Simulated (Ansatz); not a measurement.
`COC(C)=O` + `[SH][Zn][SH]` → `C[S][Zn][SH]` + acetic acid  (substitution at a C–O bond)

Program: Ansatz. Geometries: PBE0-D4/def2-TZVP. ΔE: electronic, gas phase. CCSD(T)/CBS adds triple-zeta CCSD(T) − MP2 to the extrapolated MP2 energy (def2 sets, frozen cores). For Zn outer-core shells are correlated without core-valence functions, which leaves a few kJ/mol of doubt a bond. Scalar relativity is left out up to krypton. Each species was taken in one conformer, which may not be the lowest.

| species | CCSD(T)/CBS(def2) energy (Eh) |
| --- | --- |
| `COC(C)=O` | -268.11980 |
| `[SH][Zn][SH]` | -2575.20405 |
| `C[S][Zn][SH]` | -2614.45500 |
| `CC(=O)O` | -228.87529 |

Problem. Work out ΔE.

Solution. ΔE = (-2614.45500) + (-228.87529) − (-268.11980) − (-2575.20405) = -0.00644 Eh = -16.9 kJ/mol.

Largest T1 diagnostic among the species: 0.015.

In def2-TZVPP, CCSD(T) changes the Hartree–Fock value by −6.4 kJ/mol (the triples alone add −1.0 kJ/mol) and MP2 by −12.4 kJ/mol. From BLYP to BHLYP (50 % exact exchange), in def2-TZVPP and without D4, ΔE moves by +5.0 kJ/mol.
